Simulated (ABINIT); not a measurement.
Crystal: TePb.

```
Pb Te
1.0
     4.00229    0.00000    0.00000
     0.00000    4.00229    0.00000
     0.00000    0.00000    4.00229
Pb Te
1 1
Direct
  0.00000 0.00000 0.00000
  0.50000 0.50000 0.50000
```

Measurements of this composition are mostly on another form, of space group No. 225.

Program: ABINIT 10.8.3 (patched build). Alike in all runs: task single point; level HSE06; potentials or basis SG15 NC PBE v1.2; no spin polarisation; cell as given; k mesh 3 × 3 × 3; cutoff (eV) 707; smearing fermi-dirac 0.05 eV; the mesh is coarse, so values aren't converged.

Q: Order these runs on this cell by their band gap on the k mesh, lowest first.
A. share of exact exchange 0.15
B. share of exact exchange 0.05
C. share of exact exchange 0.25
D. share of exact exchange 0.5
E. share of exact exchange 0.35

A: B (0.86 eV), A (1.05 eV), C (1.24 eV), E (1.44 eV), D (1.76 eV).

Caveats: all runs use coarse meshes; exact exchange is summed on a coarse mesh, which widens gaps by tenths of an eV; Libxc's HSE differs a little from that of other programs; spin-orbit coupling is left out, which as a rule narrows the gap of such compounds by several tenths of an eV; an odd mesh through Γ misses points on the zone boundary, where band edges often lie.

Runs at the PBE level aren't shown here.
